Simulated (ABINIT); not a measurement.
# CdSe (F-43m) in ABINIT: notebook

Runs on CdSe. Level: PBE. Tasks: equation of state.

Everything below comes from runs of ABINIT 10.8.3 (patched build). Logs are shortened: lines on timing, memory, paths and dates and some standing lists are left out, and cuts for length are marked. The log counts tension as positive stress, the text compression.

## Step 1: Starting point

It takes space group F-43m (No. 216, cubic). Conventional cell: a = 6.141 Å, b = 6.141 Å, c = 6.141 Å, α = 90.00°, β = 90.00°, γ = 90.00°. Cd (site symmetry -43m) has 4 Se at 2.66 Å as nearest neighbours. Se (site symmetry -43m) is surrounded by 4 Cd at 2.66 Å.

Measurements of this composition are mostly on another form, of space group No. 186.

## Step 2: Equation of state, PBE

The input, run.abi:

```
# Datasets: one volume each
ndtset 7
getwfk -1
scalecart1 3*0.9795861087
scalecart2 3*0.9864848297
scalecart3 3*0.9932883884
scalecart4 3*1.0000000000
scalecart5 3*1.0066227096
scalecart6 3*1.0131594038
scalecart7 3*1.0196128224

# Pseudopotentials
pp_dirpath "./"
pseudos "Cd.upf, Se.upf"

# Structure
acell 3*1.0
rprim
     0.0000000000     5.8019716937     5.8019716937
     5.8019716937     0.0000000000     5.8019716937
     5.8019716937     5.8019716937     0.0000000000
ntypat 2
znucl 48 34
natom 2
typat 1 2
xred
     0.0000000000     0.0000000000     0.0000000000
     0.2500000000     0.2500000000     0.2500000000

# Plane-wave basis
ecut 53.0

# k points
kptopt 1
ngkpt 5 5 5
nshiftk 1
shiftk 0.0 0.0 0.0

# Exchange and correlation
ixc 11

# Bands and occupations
nband 22
occopt 3
tsmear 0.05 eV

# SCF cycle
nstep 100
tolvrs 1.0e-10

# Output
iomode 3
prtwf 1
prtden 0
prteig 0
prtebands 0
enunit 2
```

Potentials or basis: PseudoDojo NC SR PBE v0.4.1 standard.

Command:

```sh
$ abinit run.abi > log 2>&1
```

run.abo:

```text
.Version 10.8.3 of ABINIT
 DATASET    1 : space group F-4 3 m (#216); Bravais cF (face-center cubic)
================================================================================
 Values of the parameters that define the memory need for DATASET  1.
     intxc =       0    ionmov =       0      iscf =       7    lmnmax =       6
     lnmax =       6     mgfft =      54  mpssoang =       3    mqgrid =    3001
     natom =       2  nloc_mem =       1    nspden =       1   nspinor =       1
    nsppol =       1      nsym =      24    n1xccc =    2501    ntypat =       2
    occopt =       3   xclevel =       2
       mpw =        6799          nfft =      157464          nkpt =          10
================================================================================
================================================================================
[... 61 lines left out ...]
 DATASET    7 : space group F-4 3 m (#216); Bravais cF (face-center cubic)
================================================================================
 Values of the parameters that define the memory need for DATASET  7.
     intxc =       0    ionmov =       0      iscf =       7    lmnmax =       6
     lnmax =       6     mgfft =      60  mpssoang =       3    mqgrid =    3001
     natom =       2  nloc_mem =       1    nspden =       1   nspinor =       1
    nsppol =       1      nsym =      24    n1xccc =    2501    ntypat =       2
    occopt =       3   xclevel =       2
       mpw =        7660          nfft =      216000          nkpt =          10
================================================================================
================================================================================

--------------------------------------------------------------------------------
------------- Echo of variables that govern the present computation ------------
--------------------------------------------------------------------------------
 -outvars: echo values of preprocessed input variables --------
            acell      1.0000000000E+00  1.0000000000E+00  1.0000000000E+00 Bohr
              amu      1.12411000E+02  7.89600000E+01
             ecut      5.30000000E+01 Hartree
           enunit           2
           getwfk          -1
              ixc          11
           jdtset        1    2    3    4    5    6    7
         kptrlatt        5    0    0      0    5    0      0    0    5
          kptrlen1     4.01886322E+01
          kptrlen2     4.04716601E+01
          kptrlen3     4.07507838E+01
          kptrlen4     4.10261353E+01
          kptrlen5     4.12978395E+01
          kptrlen6     4.15660148E+01
          kptrlen7     4.18307736E+01
            natom           2
            nband          22
           ndtset           7
            ngfft1         54      54      54
            ngfft2         54      54      54
            ngfft3         54      54      54
            ngfft4         54      54      54
            ngfft5         60      60      60
            ngfft6         60      60      60
            ngfft7         60      60      60
             nkpt          10
            nstep         100
             nsym          24
           ntypat           2
           occopt           3
           prtden           0
        prtebands           0
           prteig           0
            rprim1     0.0000000000E+00  5.6835308742E+00  5.6835308742E+00
                       5.6835308742E+00  0.0000000000E+00  5.6835308742E+00
                       5.6835308742E+00  5.6835308742E+00  0.0000000000E+00
            rprim2     0.0000000000E+00  5.7235570582E+00  5.7235570582E+00
                       5.7235570582E+00  0.0000000000E+00  5.7235570582E+00
                       5.7235570582E+00  5.7235570582E+00  0.0000000000E+00
            rprim3     0.0000000000E+00  5.7630311132E+00  5.7630311132E+00
                       5.7630311132E+00  0.0000000000E+00  5.7630311132E+00
                       5.7630311132E+00  5.7630311132E+00  0.0000000000E+00
            rprim4     0.0000000000E+00  5.8019716937E+00  5.8019716937E+00
                       5.8019716937E+00  0.0000000000E+00  5.8019716937E+00
                       5.8019716937E+00  5.8019716937E+00  0.0000000000E+00
            rprim5     0.0000000000E+00  5.8403964673E+00  5.8403964673E+00
                       5.8403964673E+00  0.0000000000E+00  5.8403964673E+00
[... 18 lines left out ...]
                       1.5351355983E+00  1.5351355983E+00  1.5351355983E+00
           xangst5     0.0000000000E+00  0.0000000000E+00  0.0000000000E+00
                       1.5453023555E+00  1.5453023555E+00  1.5453023555E+00
           xangst6     0.0000000000E+00  0.0000000000E+00  0.0000000000E+00
                       1.5553370675E+00  1.5553370675E+00  1.5553370675E+00
           xangst7     0.0000000000E+00  0.0000000000E+00  0.0000000000E+00
                       1.5652439401E+00  1.5652439401E+00  1.5652439401E+00
            xcart1     0.0000000000E+00  0.0000000000E+00  0.0000000000E+00
                       2.8417654371E+00  2.8417654371E+00  2.8417654371E+00
            xcart2     0.0000000000E+00  0.0000000000E+00  0.0000000000E+00
                       2.8617785291E+00  2.8617785291E+00  2.8617785291E+00
            xcart3     0.0000000000E+00  0.0000000000E+00  0.0000000000E+00
                       2.8815155566E+00  2.8815155566E+00  2.8815155566E+00
            xcart4     0.0000000000E+00  0.0000000000E+00  0.0000000000E+00
                       2.9009858468E+00  2.9009858468E+00  2.9009858468E+00
            xcart5     0.0000000000E+00  0.0000000000E+00  0.0000000000E+00
                       2.9201982337E+00  2.9201982337E+00  2.9201982337E+00
            xcart6     0.0000000000E+00  0.0000000000E+00  0.0000000000E+00
                       2.9391610910E+00  2.9391610910E+00  2.9391610910E+00
            xcart7     0.0000000000E+00  0.0000000000E+00  0.0000000000E+00
                       2.9578823670E+00  2.9578823670E+00  2.9578823670E+00
             xred      0.0000000000E+00  0.0000000000E+00  0.0000000000E+00
                       2.5000000000E-01  2.5000000000E-01  2.5000000000E-01
            znucl       48.00000   34.00000

================================================================================

 chkinp: Checking input parameters for consistency, jdtset=   1.

 chkinp: Checking input parameters for consistency, jdtset=   2.
[... 33 lines left out ...]
 getcut: wavevector=  0.0000  0.0000  0.0000  ngfft=  54  54  54
         ecut(hartree)=     53.000   => boxcut(ratio)=   2.05072

--- Pseudopotential description ------------------------------------------------
- pspini: atom type   1  psp file is ./Cd.upf
12 -101130 2 -1 1368                          pspcod,pspxc,lmax,lloc,mmax
     nproj     2     2     2

- pspini: atom type   2  psp file is ./Se.upf
12 -101130 2 -1 1214                          pspcod,pspxc,lmax,lloc,mmax
     nproj     2     2     2

   1.89712278E+03                                ecore*ucvol(ha*bohr**3)
--------------------------------------------------------------------------------

================================================================================

--- !BeginCycle
iteration_state: {dtset: 1, }
solver: {iscf: 7, nstep: 100, nline: 4, wfoptalg: 0, }
tolerances: {tolvrs: 1.00E-10, }
...
[... 650 lines left out ...]
 getcut: wavevector=  0.0000  0.0000  0.0000  ngfft=  60  60  60
         ecut(hartree)=     53.000   => boxcut(ratio)=   2.21662

 getcut : COMMENT -
  Note that boxcut > 2.2 ; recall that boxcut=Gcut(box)/Gcut(sphere) = 2
  is sufficient for exact treatment of convolution.
  Such a large boxcut is a waste : you could raise ecut
  e.g. ecut=   65.102491 Hartrees makes boxcut=2

--------------------------------------------------------------------------------

-inwffil : will read wavefunctions from disk file runo_DS4_WFK.nc

================================================================================
[... 158 lines left out ...]
 getcut: wavevector=  0.0000  0.0000  0.0000  ngfft=  60  60  60
         ecut(hartree)=     53.000   => boxcut(ratio)=   2.20232

 getcut : COMMENT -
  Note that boxcut > 2.2 ; recall that boxcut=Gcut(box)/Gcut(sphere) = 2
  is sufficient for exact treatment of convolution.
  Such a large boxcut is a waste : you could raise ecut
  e.g. ecut=   64.265145 Hartrees makes boxcut=2

--------------------------------------------------------------------------------

-inwffil : will read wavefunctions from disk file runo_DS5_WFK.nc

================================================================================
[... 294 lines left out ...]
-Cartesian components of stress tensor (GPa)         [Pressure= -1.2522E+00 GPa]
- sigma(1 1)=  1.25221251E+00  sigma(3 2)=  0.00000000E+00
- sigma(2 2)=  1.25221251E+00  sigma(3 1)=  0.00000000E+00
- sigma(3 3)=  1.25221251E+00  sigma(2 1)=  0.00000000E+00

== END DATASET(S) ==============================================================
================================================================================

 -outvars: echo values of variables after computation  --------
            acell      1.0000000000E+00  1.0000000000E+00  1.0000000000E+00 Bohr
           etotal1    -2.9661319757E+02
           etotal2    -2.9661434308E+02
           etotal3    -2.9661514974E+02
           etotal4    -2.9661565277E+02
           etotal5    -2.9661588430E+02
           etotal6    -2.9661587263E+02
           etotal7    -2.9661564344E+02
            fcart1     2.3688137557E-29  2.3688137557E-29 -7.1064412671E-29
                      -2.3688137557E-29 -2.3688137557E-29  7.1064412671E-29
            fcart2     1.1761240413E-29  1.1761240413E-29 -3.5283721239E-29
                      -1.1761240413E-29 -1.1761240413E-29  3.5283721239E-29
            fcart3    -0.0000000000E+00 -0.0000000000E+00 -0.0000000000E+00
                      -0.0000000000E+00 -0.0000000000E+00 -0.0000000000E+00
            fcart4     2.9005713115E-30  2.9005713115E-30 -8.7017139344E-30
                      -2.9005713115E-30 -2.9005713115E-30  8.7017139344E-30
            fcart5    -1.7288928317E-29 -1.7288928317E-29  5.1866784952E-29
                       1.7288928317E-29  1.7288928317E-29 -5.1866784952E-29
[... 38 lines left out ...]
                       0.0000000000E+00  0.0000000000E+00  0.0000000000E+00
           xangst1     0.0000000000E+00  0.0000000000E+00  0.0000000000E+00
                       1.5037975070E+00  1.5037975070E+00  1.5037975070E+00
           xangst2     0.0000000000E+00  0.0000000000E+00  0.0000000000E+00
                       1.5143879792E+00  1.5143879792E+00  1.5143879792E+00
           xangst3     0.0000000000E+00  0.0000000000E+00  0.0000000000E+00
                       1.5248323644E+00  1.5248323644E+00  1.5248323644E+00
           xangst4     0.0000000000E+00  0.0000000000E+00  0.0000000000E+00
                       1.5351355983E+00  1.5351355983E+00  1.5351355983E+00
           xangst5     0.0000000000E+00  0.0000000000E+00  0.0000000000E+00
                       1.5453023555E+00  1.5453023555E+00  1.5453023555E+00
           xangst6     0.0000000000E+00  0.0000000000E+00  0.0000000000E+00
                       1.5553370675E+00  1.5553370675E+00  1.5553370675E+00
           xangst7     0.0000000000E+00  0.0000000000E+00  0.0000000000E+00
                       1.5652439401E+00  1.5652439401E+00  1.5652439401E+00
             xred      0.0000000000E+00  0.0000000000E+00  0.0000000000E+00
                       2.5000000000E-01  2.5000000000E-01  2.5000000000E-01
 Calculation completed.
```

Wall time 11 min (1 thread of Intel Xeon Platinum 8375C at 2.90GHz (Ice Lake), shared host); peak memory 0.18 GiB.

Results:

| Quantity | Value |
| --- | --- |
| Equilibrium volume | 29.78 Å³/atom |
| Bulk modulus | 45 GPa |
| Pressure derivative of the bulk modulus | 4.7 |

Energy against volume, from the lowest point:
| volume (Å³/atom) | energy (meV/atom) |
| --- | --- |
| 27.206 | 36.55 |
| 27.784 | 20.97 |
| 28.363 | 9.99 |
| 28.942 | 3.15 |
| 29.521 | 0.00 |
| 30.100 | 0.16 |
| 30.679 | 3.28 |

Caveat: pressures at fixed basis lie under the slope of the energies.

## Step 3: Equation of state, PBE

Changes to run.abi since step 2:

```diff
@@ -30,3 +30,3 @@
 # Plane-wave basis
-ecut 53.0
+ecut 51.0
```

Potentials or basis: PseudoDojo NC SR PBE v0.5 standard.

Command:

```sh
$ abinit run.abi > log 2>&1
```

run.abo:

```text
.Version 10.8.3 of ABINIT
 DATASET    1 : space group F-4 3 m (#216); Bravais cF (face-center cubic)
================================================================================
 Values of the parameters that define the memory need for DATASET  1.
     intxc =       0    ionmov =       0      iscf =       7    lmnmax =       6
     lnmax =       6     mgfft =      54  mpssoang =       3    mqgrid =    3001
     natom =       2  nloc_mem =       1    nspden =       1   nspinor =       1
    nsppol =       1      nsym =      24    n1xccc =    2501    ntypat =       2
    occopt =       3   xclevel =       2
       mpw =        6403          nfft =      157464          nkpt =          10
================================================================================
================================================================================
[... 61 lines left out ...]
 DATASET    7 : space group F-4 3 m (#216); Bravais cF (face-center cubic)
================================================================================
 Values of the parameters that define the memory need for DATASET  7.
     intxc =       0    ionmov =       0      iscf =       7    lmnmax =       6
     lnmax =       6     mgfft =      54  mpssoang =       3    mqgrid =    3001
     natom =       2  nloc_mem =       1    nspden =       1   nspinor =       1
    nsppol =       1      nsym =      24    n1xccc =    2501    ntypat =       2
    occopt =       3   xclevel =       2
       mpw =        7237          nfft =      157464          nkpt =          10
================================================================================
================================================================================

--------------------------------------------------------------------------------
------------- Echo of variables that govern the present computation ------------
--------------------------------------------------------------------------------
 -outvars: echo values of preprocessed input variables --------
            acell      1.0000000000E+00  1.0000000000E+00  1.0000000000E+00 Bohr
              amu      1.12411000E+02  7.89600000E+01
             ecut      5.10000000E+01 Hartree
           enunit           2
           getwfk          -1
              ixc          11
           jdtset        1    2    3    4    5    6    7
         kptrlatt        5    0    0      0    5    0      0    0    5
          kptrlen1     4.01886322E+01
          kptrlen2     4.04716601E+01
[... 125 lines left out ...]
--------------------------------------------------------------------------------

================================================================================

--- !BeginCycle
iteration_state: {dtset: 1, }
solver: {iscf: 7, nstep: 100, nline: 4, wfoptalg: 0, }
tolerances: {tolvrs: 1.00E-10, }
...
[... 1117 lines left out ...]
-Cartesian components of stress tensor (GPa)         [Pressure= -1.2779E+00 GPa]
- sigma(1 1)=  1.27785452E+00  sigma(3 2)=  0.00000000E+00
- sigma(2 2)=  1.27785452E+00  sigma(3 1)=  0.00000000E+00
- sigma(3 3)=  1.27785452E+00  sigma(2 1)=  0.00000000E+00

== END DATASET(S) ==============================================================
================================================================================

 -outvars: echo values of variables after computation  --------
            acell      1.0000000000E+00  1.0000000000E+00  1.0000000000E+00 Bohr
           etotal1    -2.9661318200E+02
           etotal2    -2.9661432734E+02
           etotal3    -2.9661513454E+02
           etotal4    -2.9661563721E+02
           etotal5    -2.9661586888E+02
           etotal6    -2.9661585711E+02
           etotal7    -2.9661562769E+02
            fcart1    -1.7766103168E-29 -1.7766103168E-29  5.3298309503E-29
                       1.7766103168E-29  1.7766103168E-29 -5.3298309503E-29
            fcart2     2.3522480826E-29  2.3522480826E-29 -7.0567442478E-29
                      -2.3522480826E-29 -2.3522480826E-29  7.0567442478E-29
            fcart3    -1.1680681443E-29 -2.3361362886E-29  5.8403407215E-29
                       1.1680681443E-29  2.3361362886E-29 -5.8403407215E-29
            fcart4     2.3204570492E-29  2.3204570492E-29 -6.9613711475E-29
                      -2.3204570492E-29 -2.3204570492E-29  6.9613711475E-29
            fcart5    -5.7629761058E-30 -5.7629761058E-30  1.7288928317E-29
                       5.7629761058E-30  5.7629761058E-30 -1.7288928317E-29
[... 38 lines left out ...]
                       0.0000000000E+00  0.0000000000E+00  0.0000000000E+00
           xangst1     0.0000000000E+00  0.0000000000E+00  0.0000000000E+00
                       1.5037975070E+00  1.5037975070E+00  1.5037975070E+00
           xangst2     0.0000000000E+00  0.0000000000E+00  0.0000000000E+00
                       1.5143879792E+00  1.5143879792E+00  1.5143879792E+00
           xangst3     0.0000000000E+00  0.0000000000E+00  0.0000000000E+00
                       1.5248323644E+00  1.5248323644E+00  1.5248323644E+00
           xangst4     0.0000000000E+00  0.0000000000E+00  0.0000000000E+00
                       1.5351355983E+00  1.5351355983E+00  1.5351355983E+00
           xangst5     0.0000000000E+00  0.0000000000E+00  0.0000000000E+00
                       1.5453023555E+00  1.5453023555E+00  1.5453023555E+00
           xangst6     0.0000000000E+00  0.0000000000E+00  0.0000000000E+00
                       1.5553370675E+00  1.5553370675E+00  1.5553370675E+00
           xangst7     0.0000000000E+00  0.0000000000E+00  0.0000000000E+00
                       1.5652439401E+00  1.5652439401E+00  1.5652439401E+00
             xred      0.0000000000E+00  0.0000000000E+00  0.0000000000E+00
                       2.5000000000E-01  2.5000000000E-01  2.5000000000E-01
 Calculation completed.
```

Wall time 9.1 min (1 thread of Intel Xeon Platinum 8375C at 2.90GHz (Ice Lake), shared host); peak memory 0.16 GiB.

Results:

```yaml
Equilibrium_volume: 29.78 Å³/atom
Bulk_modulus: 45 GPa
Pressure_derivative_of_the_bulk_modulus: 4.7
```

Energy against volume, from the lowest point:
```
volume (Å³/atom)  energy (meV/atom)
          27.206              36.56
          27.784              20.97
          28.363               9.99
          28.942               3.15
          29.521               0.00
          30.100               0.16
          30.679               3.28
```

Caveat: pressures at fixed basis lie under the slope of the energies.

## Step 4: Equation of state, PBE

Changes to run.abi since step 3:

```diff
@@ -13,3 +13,3 @@
 pp_dirpath "./"
-pseudos "Cd.upf, Se.upf"
+pseudos "Cd_ONCV_PBE-1.2.upf, Se_ONCV_PBE-1.2.upf"
 
@@ -30,3 +30,3 @@
 # Plane-wave basis
-ecut 51.0
+ecut 22.0
 
@@ -42,3 +42,3 @@
 # Bands and occupations
-nband 22
+nband 17
 occopt 3
```

Potentials or basis: SG15 NC PBE v1.2.

Command:

```sh
$ abinit run.abi > log 2>&1
```

Run time: 89 s. Hardware: 1 thread of Intel Xeon Platinum 8375C at 2.90GHz (Ice Lake), shared host; peak memory 0.1 GiB.

Results (log left out):

* Equilibrium volume: 29.83 Å³/atom
* Bulk modulus: 45 GPa
* Pressure derivative of the bulk modulus: 4.7

Energy against volume, from the lowest point:
| volume (Å³/atom) | energy (meV/atom) |
| --- | --- |
| 27.206 | 38.34 |
| 27.784 | 22.26 |
| 28.363 | 10.86 |
| 28.942 | 3.63 |
| 29.521 | 0.14 |
| 30.100 | 0.00 |
| 30.679 | 2.86 |

Caveat: pressures at fixed basis lie under the slope of the energies.

(Continued in part 2 of 2.)
